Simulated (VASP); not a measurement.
# ZnS (P6_3mc) in VASP: further runs, part 2 of 2

VASP 6.6.1. The steps go on from the part before.

## Step 3: Single point, PBE-based screened hybrid with 25 % exact exchange

POSCAR reads:

```
ZnS
1.0
    3.8110000000      0.0000000000      0.0000000000
   -1.9055000000      3.3004228138      0.0000000000
    0.0000000000      0.0000000000      6.2340000000
Zn S
2 2
Direct
    0.6666666667      0.3333333333      0.5000000000
    0.3333333333      0.6666666667      0.0000000000
    0.6666666667      0.3333333333      0.8850000000
    0.3333333333      0.6666666667      0.3850000000
```

INCAR.step1 reads:

```
PREC = Accurate
ENCUT = 520
EDIFF = 1E-5
ISMEAR = -1
SIGMA = 0.05
LREAL = F
LASPH = T
NELM = 80
ALGO = Normal
ISIF = 2
LWAVE = T
LCHARG = F
NBANDS = 26
GGA = PE
```

INCAR.step2 reads:

```
PREC = Accurate
ENCUT = 520
EDIFF = 1E-7
ISMEAR = -1
SIGMA = 0.05
LREAL = F
LASPH = T
NELM = 80
ALGO = Normal
ISIF = 2
LWAVE = F
LCHARG = F
GGA = PE
LHFCALC = T
AEXX = 0.25
HFSCREEN = 0.2078699
PRECFOCK = Normal
NBANDS = 26
ISTART = 1
```

KPOINTS reads:

```
Automatic mesh
0
Gamma
  5 5 3
```

Potentials or basis: VASP PAW PBE potentials, release 64 (Zn, S).

The run is started by

```console
> cat potpaw_PBE.64/Zn/POTCAR potpaw_PBE.64/S/POTCAR > POTCAR
> cp INCAR.step1 INCAR
> mpirun -np 1 vasp_std > vasp.out
> cp INCAR.step2 INCAR
> mpirun -np 1 vasp_std > vasp.out
```

OUTCAR:

```text
PREC = Accurate
   ENCUT = 520
   EDIFF = 1E-7
   ISMEAR = -1
   LREAL = F
   LASPH = T
   NELM = 80
   ISIF = 2
   GGA = PE
   LHFCALC = T
   AEXX = 0.25
   HFSCREEN = 0.2078699
   PRECFOCK = Normal
   ISTART = 1

 ion  position               nearest neighbor table
   1  0.667  0.333  0.500-   4 2.31   4 2.31   4 2.31   3 2.40
   2  0.333  0.667  0.000-   3 2.31   3 2.31   3 2.31   4 2.40
   3  0.667  0.333  0.885-   2 2.31   2 2.31   2 2.31   1 2.40
   4  0.333  0.667  0.385-   1 2.31   1 2.31   1 2.31   2 2.40

  LATTYP: Found a hexagonal cell.
 ALAT       =     3.8110000000
 C/A-ratio  =     1.6357911309

  Lattice vectors:

 A1 = (   3.8110000000,   0.0000000000,   0.0000000000)
 A2 = (  -1.9055000000,   3.3004228138,   0.0000000000)
 A3 = (   0.0000000000,   0.0000000000,   6.2340000000)

Analysis of symmetry for initial positions (statically):
=====================================================================
 Subroutine PRICEL returns:
 Original cell was already a primitive cell.

 Routine SETGRP: Setting up the symmetry group for a
 hexagonal supercell.

 Subroutine GETGRP returns: Found 12 space group operations
 (whereof  6 operations were pure point group operations)
 out of a pool of 24 trial point group operations.

The static configuration has the point symmetry C_3v.
 The point group associated with its full space group is C_6v.

Analysis of symmetry for dynamics (positions and initial velocities):
=====================================================================
 Subroutine PRICEL returns:
 Original cell was already a primitive cell.

 Routine SETGRP: Setting up the symmetry group for a
 hexagonal supercell.

 Subroutine GETGRP returns: Found 12 space group operations
 (whereof  6 operations were pure point group operations)
 out of a pool of 24 trial point group operations.

The dynamic configuration has the point symmetry C_3v.
 The point group associated with its full space group is C_6v.

 Subroutine INISYM returns: Found 12 space group operations
 (whereof  6 operations are pure point group operations),
 and found     1 'primitive' translations

----------------------------------------------------------------------------------------

                                     Primitive cell

  volume of cell :      78.4107

  direct lattice vectors                    reciprocal lattice vectors
     3.811000000  0.000000000  0.000000000     0.262398321  0.151495741  0.000000000
    -1.905500000  3.300422814  0.000000000     0.000000000  0.302991482  0.000000000
     0.000000000  0.000000000  6.234000000     0.000000000  0.000000000  0.160410651

  length of vectors
     3.811000000  3.811000000  6.234000000     0.302991482  0.302991482  0.160410651

  position of ions in fractional coordinates (direct lattice)
     0.666666667  0.333333333  0.500000000
     0.333333333  0.666666667  0.000000000
     0.666666667  0.333333333  0.885000000
     0.333333333  0.666666667  0.385000000

[... 35 lines left out ...]
  0.000000  0.000000  0.000000      1.000000
  0.200000  0.000000  0.000000      6.000000
  0.400000  0.000000  0.000000      6.000000
  0.200000  0.200000  0.000000      6.000000
  0.400000  0.200000  0.000000      6.000000
  0.000000  0.000000  0.333333      2.000000
  0.200000  0.000000  0.333333     12.000000
  0.400000  0.000000  0.333333     12.000000
  0.200000  0.200000  0.333333     12.000000
  0.400000  0.200000  0.333333     12.000000
   k-points           NKPTS =     10   k-points in BZ     NKDIM =     75   number of bands    NBANDS=     26
   number of dos      NEDOS =    301   number of ions     NIONS =      4
   total plane-waves  NPLWV =  37632
   dimension x,y,z NGX =    28 NGY =   28 NGZ =   48
   dimension x,y,z NGXF=    56 NGYF=   56 NGZF=   96
   ions per type =               2   2
   NGX,Y,Z   is equivalent  to a cutoff of  12.21, 12.21, 12.80 a.u.
   NGXF,Y,Z  is equivalent  to a cutoff of  24.43, 24.43, 25.60 a.u.
 SYSTEM =  unknown system
   PREC   = accura    normal or accurate (medium, high low for compatibility)
   ISTART =      1    job   : 0-new  1-cont  2-samecut
   ICHARG =      0    charge: 1-file 2-atom 10-const
   ISPIN  =      1    spin polarized calculation?
   LNONCOLLINEAR =      F non collinear calculations
   LSORBIT =      F    spin-orbit coupling
   LASPH  =      T    aspherical Exc in radial PAW
   ENCUT  =  520.0 eV  38.22 Ry    6.18 a.u.   7.09  7.09 11.59*2*pi/ulx,y,z
   NELM   =     80;   NELMIN=  2; NELMDL=  0     # of ELM steps
   EDIFF  = 0.1E-06   stopping-criterion for ELM
   LREAL  =      F    real-space projection
   EDIFFG = 0.1E-05   stopping-criterion for IOM
   NSW    =      0    number of steps for IOM
   IBRION =     -1    ionic relax: 0-MD 1-quasi-New 2-CG
   NFREE  =      0    steps in history (QN), initial steepest desc. (CG)
   ISIF   =      2    stress and relaxation
   ISYM   =      3    0-nonsym 1-usesym 2-fastsym
   POTIM  = 0.5000    time-step for ionic-motion
   TEBEG  =    0.0;   TEEND  =   0.0 temperature during run
   PSTRESS=    0.0 pullay stress
   NELECT =      36.0000    total number of electrons
   NUPDOWN=      -1.0000    fix difference up-down
   EMIN   =  10.00;   EMAX   =-10.00  energy-range for DOS
   EFERMI =   0.00;   METHOD = LEGACY
   ISMEAR =    -1;   SIGMA  =   0.05  broadening in eV -4-tet -1-fermi 0-gaus
   EFERMI_NEDOS =   21; number of points for ismear=-14 and -15
   IALGO  =     38    algorithm
   IMIX   =      1    mixing-type and parameters
     AMIX     =   0.40;   BMIX     =  1.00
     AMIX_MAG =   1.60;   BMIX_MAG =  1.00
  volume/ion in A,a.u.               =      19.60       132.29
  Fermi-wavevector in a.u.,A,eV,Ry     =   1.262943  2.386617 21.701647  1.595026
  Thomas-Fermi vector in A             =   2.396326
   LORBIT       =      0    0 simple, 1 ext, 2 COOP (PROOUT), +10 PAW based schemes
   GGA     = PE    functional components
   LHFCALC =     T    Hartree Fock is set to
   PRECFOCK=normal    Normal, Fast or Accurate (Low or Medium for compatibility)
   ENCUT4O =  -1.0   cutoff for four orbital integrals eV
   NKREDX  =     1    reduce k-point grid by
   NKREDY  =     1    reduce k-point grid by
   NKREDZ  =     1    reduce k-point grid by
   AEXX    =    0.2500 exact exchange contribution
   HFSCREEN=    0.2079 screening length (either q_TF or 0.3 A-1)
   HFSCREENC=   0.2079 screening length for correlation (either q_TF or 0.3 A-1)
   ENCUTFOCK=  -1.0 apply spherical cutoff to Coloumb kernel
   IVDW    =     0    specifies the selected vdW correction
   LEPSILON=     F    determine dielectric tensor
   LRPA    =     F    only Hartree local field effects (RPA)
 non-spin polarized calculation
  energy-cutoff  :      520.00
  volume of cell :       78.41
 maximum number of plane-waves:      2121
  NGX = 24; NGY = 24; NGZ = 36

 number of electron      35.9999977 magnetization

 Free energy of the ion-electron system (eV)
  ---------------------------------------------------
  ext. energy  EPLUGINS =         0.00000000
  ---------------------------------------------------
  free energy    TOTEN  =       -16.70587431 eV

  energy without entropy =      -16.70587431  energy(sigma->0) =      -16.70587431

 E-fermi :   2.4739     XC(G=0):  -7.9873

 val. band max:        1.4561342450   @ k =   0.0000   0.0000   0.0000
 cond. band min:       4.9133480278   @ k =   0.0000   0.0000   0.0000
 fundamental gap:      3.4572137828
 Fermi energy:         2.4738598469

 k-point     1 :       0.0000    0.0000    0.0000
  band No.  band energies     occupation
      1     -12.9392      2.00000
      2     -11.9553      2.00000
      3      -6.4317      2.00000
      4      -6.4317      2.00000
      5      -6.3787      2.00000
      6      -6.3683      2.00000
[... 279 lines left out ...]
     25      12.2970      0.00000
     26      12.7976      0.00000

------------------------ aborting loop because EDIFF is reached ----------------------------------------

  FORCE on cell =-STRESS in cart. coord.  units (eV):
  Direction    XX          YY          ZZ          XY          YZ          ZX
  --------------------------------------------------------------------------------------
  -------------------------------------------------------------------------------------
  Total        1.2231882      1.2231882      0.0964496      0.0000000      0.0000000      0.0000000
  in kB       24.9935846     24.9935846      1.9707682      0.0000000      0.0000000      0.0000000
  external PRESSURE =      17.3193125 kB  Pullay stress =       0.0000000 kB

 VOLUME and BASIS-vectors are now :
 -----------------------------------------------------------------------------
  energy-cutoff  :      520.00
  volume of cell :       78.41
      direct lattice vectors                 reciprocal lattice vectors
     3.811000000  0.000000000  0.000000000     0.262398321  0.151495741  0.000000000
    -1.905500000  3.300422814  0.000000000     0.000000000  0.302991482  0.000000000
     0.000000000  0.000000000  6.234000000     0.000000000  0.000000000  0.160410651

 POSITION                                       TOTAL-FORCE (eV/Angst)
 -----------------------------------------------------------------------------------
      1.90550      1.10014      3.11700        -0.000000      0.000000      0.330032
     -0.00000      2.20028      0.00000         0.000000     -0.000000      0.330032
      1.90550      1.10014      5.51709         0.000000     -0.000000     -0.330032
     -0.00000      2.20028      2.40009        -0.000000      0.000000     -0.330032
 -----------------------------------------------------------------------------------
    total drift:                               -0.000000     -0.000001      0.000242

  FREE ENERGIE OF THE ION-ELECTRON SYSTEM (eV)
  ---------------------------------------------------
  free  energy   TOTEN  =       -16.7058743058 eV

  energy  without entropy=      -16.7058743057  energy(sigma->0) =      -16.70587431
```

Wall time 69 min (1 thread of AMD EPYC 7R43 (Zen 3), shared host); peak memory 0.29 GiB.

Results:

```
Free energy            : -16.7059 eV
Pressure               : 1.7 GPa
Largest force          : 0.330 eV/Å
Band gap on the k mesh : 3.46 eV
```

Forces on the atoms (eV/Å):
```
Zn   0.000  0.000  0.330
Zn   0.000  0.000  0.330
S    0.000  0.000 -0.330
S    0.000  0.000 -0.330
```

Levels at points of the mesh, in eV from the valence-band top:
| k point | band 15 | band 16 | band 17 | band 18 | band 19 | band 20 | band 21 | band 22 |
| --- | --- | --- | --- | --- | --- | --- | --- | --- |
| (0.00, 0.00, 0.00) | -0.94 | -0.03 | -0.03 | 0.00 | 3.46 | 4.21 | 7.56 | 7.56 |

Caveat: the PAW data sets were made with another functional, which shifts forces and pressure a little.

## Step 4: Single point, b88 exchange, pbe correlation

This run uses another cell than the first one, of 20.17 Å³/atom.

INCAR reads:

```
PREC = Accurate ; ENCUT = 500
EDIFF = 1E-6 ; ISMEAR = -1
SIGMA = 0.05 ; LREAL = F
LASPH = T ; NELM = 120
ALGO = Normal ; ISIF = 2
LWAVE = F ; LCHARG = T
GGA = LIBXC ; LIBXC1 = GGA_X_B88
LIBXC2 = GGA_C_PBE ; LELF = T
LVHAR = T ; NBANDS = 26
GGA_COMPAT = F
```

KPOINTS reads:

```
regular mesh
0
Gamma
  8 8 5
```

POSCAR reads:

```
ZnS
1.0
    3.8449341931      0.0000000000      0.0000000000
   -1.9224670966      3.3298106871      0.0000000000
    0.0000000000      0.0000000000      6.3019000338
Zn S
2 2
Direct
    0.6666666667      0.3333333333      0.5051879378
    0.3333333333      0.6666666667      0.0051879378
    0.6666666667      0.3333333333      0.8798120622
    0.3333333333      0.6666666667      0.3798120622
```

The run is started by

```console
> cat potpaw_PBE.64/Zn/POTCAR potpaw_PBE.64/S/POTCAR > POTCAR
> mpirun -np 1 vasp_std > vasp.out
```

Wall time 65 s (1 thread of AMD EPYC 7R43 (Zen 3), shared host); peak memory 0.16 GiB.

It converged, with:

* Free energy: -13.2048 eV
* Pressure: 0.1 GPa
* Band gap on the k mesh: 2.09 eV

Levels at points of the mesh, in eV from the valence-band top:
```tsv
k point	band 15	band 16	band 17	band 18	band 19	band 20	band 21	band 22
(0.00, 0.00, 0.00)	-0.86	-0.07	0.00	0.00	2.09	3.05	6.33	6.33
(0.50, 0.00, 0.00)	-3.14	-2.14	-1.60	-0.85	3.69	4.19	5.16	6.94
```

Caveat: the PAW data sets were made with another functional, which shifts forces and pressure a little.

## Step 5: Relaxation of cell and atoms, b88 exchange, pbe correlation

INCAR reads:

```
SYSTEM = ZnS
PREC     = Accurate       ! precision mode
ENCUT    = 500            ! plane-wave cutoff, eV
EDIFF    = 1E-7           ! SCF threshold, eV
ISMEAR   = -1             ! smearing method
SIGMA    = 0.05           ! smearing width, eV
LREAL    = .False.        ! projectors in reciprocal space
LASPH    = .True.         ! aspherical terms in the spheres
NELM     = 120            ! most SCF steps
ALGO     = Normal         ! electronic algorithm
ISIF     = 3              ! what is computed and relaxed
LWAVE    = .False.        ! write WAVECAR
LCHARG   = .False.        ! write CHGCAR
GGA      = LIBXC          ! functional
LIBXC1   = GGA_X_B88    
LIBXC2   = GGA_C_PBE    
IBRION   = 2              ! ionic algorithm
NSW      = 60             ! ionic steps
EDIFFG   = -0.01          ! ionic threshold
GGA_COMPAT= .False.      
NELMIN   = 4
```

KPOINTS reads:

```
regular mesh
0
Gamma
  8 8 5
  0 0 0
```

POSCAR reads:

```
ZnS
1.0
    3.8110000000      0.0000000000      0.0000000000
   -1.9055000000      3.3004228138      0.0000000000
    0.0000000000      0.0000000000      6.2340000000
Zn S
2 2
Direct
    0.6666666667      0.3333333333      0.5000000000
    0.3333333333      0.6666666667      0.0000000000
    0.6666666667      0.3333333333      0.8850000000
    0.3333333333      0.6666666667      0.3850000000
```

The run is started by

```console
> cat potpaw_PBE.64/Zn/POTCAR potpaw_PBE.64/S/POTCAR > POTCAR
> mpirun -np 1 vasp_std > vasp.out
```

Run time: 4 min. Hardware: 1 thread of AMD EPYC 7R43 (Zen 3), shared host; peak memory 0.18 GiB.

Results (log left out):

```yaml
Free_energy: -13.2040 eV
Relaxed_volume: 20.20 Å³/atom
Relaxed_cell: a = 3.847 Å, b = 3.847 Å, c = 6.306 Å, α = 90.00°, β = 90.00°, γ = 120.00°
Space_group_after_relaxing_to_0.1_Å: P6_3mc (No. 186)
Energy_gained_by_relaxing: 9.4 meV/atom
Ionic_steps: 8
Pressure_after_relaxing: 0.0 GPa
Band_gap_on_the_k_mesh: 2.08 eV
```

The path:
```csv
step,energy change (eV),largest force (eV/Å),pressure (GPa),volume (Å³)
1,0.0000,0.3210,2.39,78.41
2,-0.0300,0.0927,-0.78,81.77
3,-0.0312,0.1288,-0.28,81.20
4,-0.0344,0.0730,-0.10,80.94
5,-0.0359,0.0117,0.12,80.68
6,-0.0360,0.0054,0.18,80.61
7,-0.0374,0.0012,0.01,80.77
8,-0.0374,0.0004,-0.02,80.80
```

Final structure:
```
Zn S
1.0
     3.84655    0.00000    0.00000
    -1.92328    3.33121    0.00000
     0.00000    0.00000    6.30606
Zn S
2 2
Direct
  0.66667 0.33333 0.50522
  0.33333 0.66667 0.00522
  0.66667 0.33333 0.87978
  0.33333 0.66667 0.37978
```

Levels at points of the mesh, in eV from the valence-band top:
| k point | band 16 | band 17 | band 18 | band 19 | band 20 | band 21 |
| --- | --- | --- | --- | --- | --- | --- |
| (0.00, 0.00, 0.00) | -0.07 | 0.00 | 0.00 | 2.08 | 3.05 | 6.34 |
| (0.50, 0.00, 0.00) | -2.13 | -1.60 | -0.84 | 3.69 | 4.18 | 5.16 |

Caveat: the PAW data sets were made with another functional, which shifts forces and pressure a little.

## Step 6: Single point, PBE0

This run uses another cell than the first one, of 19.95 Å³/atom.

POSCAR reads:

```
ZnS
1.0
    3.8355984604      0.0000000000      0.0000000000
   -1.9177992302      3.3217257054      0.0000000000
    0.0000000000      0.0000000000      6.2636816704
Zn S
2 2
Direct
    0.6666666667      0.3333333333      0.5049782383
    0.3333333333      0.6666666667      0.0049782383
    0.6666666667      0.3333333333      0.8800217617
    0.3333333333      0.6666666667      0.3800217617
```

INCAR.step1 reads:

```
SYSTEM = ZnS
  ALGO = Normal
  EDIFF = 1E-5
  ENCUT = 520
  GGA = PE
  ISIF = 2
  ISMEAR = -1
  LASPH = .TRUE.
  LCHARG = .FALSE.
  LREAL = .FALSE.
  LWAVE = .TRUE.
  NBANDS = 26
  NELM = 100
  PREC = Accurate
  SIGMA = 0.05
```

INCAR.step2 reads:

```
SYSTEM = ZnS
  AEXX = 0.25
  ALGO = Normal
  EDIFF = 1E-6
  ENCUT = 520
  GGA = PE
  ISIF = 2
  ISMEAR = -1
  ISTART = 1
  LASPH = .TRUE.
  LCHARG = .FALSE.
  LHFCALC = .TRUE.
  LREAL = .FALSE.
  LWAVE = .FALSE.
  NBANDS = 26
  NELM = 100
  PREC = Accurate
  PRECFOCK = Normal
  SIGMA = 0.05
```

KPOINTS reads:

```
k-points
0
G
  4 4 2
  0 0 0
```

Potentials or basis: VASP PAW PBE potentials, release 64 (Zn, S).

The run is started by

```console
> cat potpaw_PBE.64/Zn/POTCAR potpaw_PBE.64/S/POTCAR > POTCAR
> cp INCAR.step1 INCAR
> mpirun -np 1 vasp_std > vasp.out
> cp INCAR.step2 INCAR
> mpirun -np 1 vasp_std > vasp.out
```

Wall time 27 min (1 thread of Intel Xeon 8259CL, shared host); peak memory 0.22 GiB.

Results (log left out):

```
Free energy            : -17.8949 eV
Pressure               : -0.1 GPa
Band gap on the k mesh : 4.10 eV
```

Levels at points of the mesh, in eV from the valence-band top:
```tsv
k point	band 14	band 15	band 16	band 17	band 18	band 19	band 20	band 21	band 22	band 23
(0.00, 0.00, 0.00)	-0.95	-0.95	-0.06	0.00	0.00	4.10	5.01	8.34	8.34	8.69
(0.50, 0.00, 0.00)	-4.37	-3.42	-2.34	-1.74	-0.92	5.52	6.26	6.96	8.94	9.61
(0.00, 0.00, 0.50)	-3.06	-0.50	-0.50	-0.50	-0.50	5.51	5.51	8.80	8.80	8.80
(0.50, 0.00, 0.50)	-5.24	-1.69	-1.69	-1.68	-1.68	5.43	5.43	7.18	7.18	10.97
```

Caveat: the k points lie up to 0.50 Å⁻¹ apart; the PAW data sets were made with another functional, which shifts forces and pressure a little.

## Step 7: The runs side by side

| task | level | cell | k mesh | cutoff (eV) | grid for exact exchange (PRECFOCK) | share of exact exchange | screening parameter | gap on the mesh (eV) | pressure (GPa) | relaxed volume (Å³/atom) |
| --- | --- | --- | --- | --- | --- | --- | --- | --- | --- | --- |
| relaxation of cell and atoms | revPBE+D4 | relaxed from a = 3.811, b = 3.811, c = 6.234 Å, angles 90.0, 90.0, 120.0°, 4 atoms, atomic positions A | 8 × 8 × 5 | 600 | - | - | - | 2.41 | 0.1 | 19.27 |
| single point | PBE-based screened hybrid with 25 % exact exchange | a = 3.811, b = 3.811, c = 6.234 Å, angles 90.0, 90.0, 120.0°, 4 atoms, atomic positions A | 5 × 5 × 3 | 520 | Normal | 0.25 | 0.20787 1/Å | 3.46 | 1.7 | - |
| single point | b88 exchange, pbe correlation | a = 3.845, b = 3.845, c = 6.302 Å, angles 90.0, 90.0, 120.0°, 4 atoms, atomic positions B | 8 × 8 × 5 | 500 | - | - | - | 2.09 | 0.1 | - |
| relaxation of cell and atoms | b88 exchange, pbe correlation | relaxed from a = 3.811, b = 3.811, c = 6.234 Å, angles 90.0, 90.0, 120.0°, 4 atoms, atomic positions A | 8 × 8 × 5 | 500 | - | - | - | 2.08 | 0.0 | 20.20 |
| single point | PBE0 | a = 3.836, b = 3.836, c = 6.264 Å, angles 90.0, 90.0, 120.0°, 4 atoms, atomic positions B | 4 × 4 × 2 | 520 | Normal | 0.25 | - | 4.10 | -0.1 | - |

Alike in all rows: potentials or basis VASP PAW PBE potentials, release 64 (Zn, S); no spin polarisation; smearing fermi-dirac 0.05 eV.

Caveats: some runs use coarse meshes; the PAW data sets were made with another functional, which shifts forces and pressure a little.

Absolute energies hang on the potentials; compare differences alone.

## Step 8: Against experiment

Step 4. A measured gap of ZnS is 3.911 eV (direct; 4 K; a printed reference work, monograph); the calculated 2.09 eV misses it by -1.82 eV. The value is that of b88 exchange, pbe correlation, without temperature or zero-point motion.
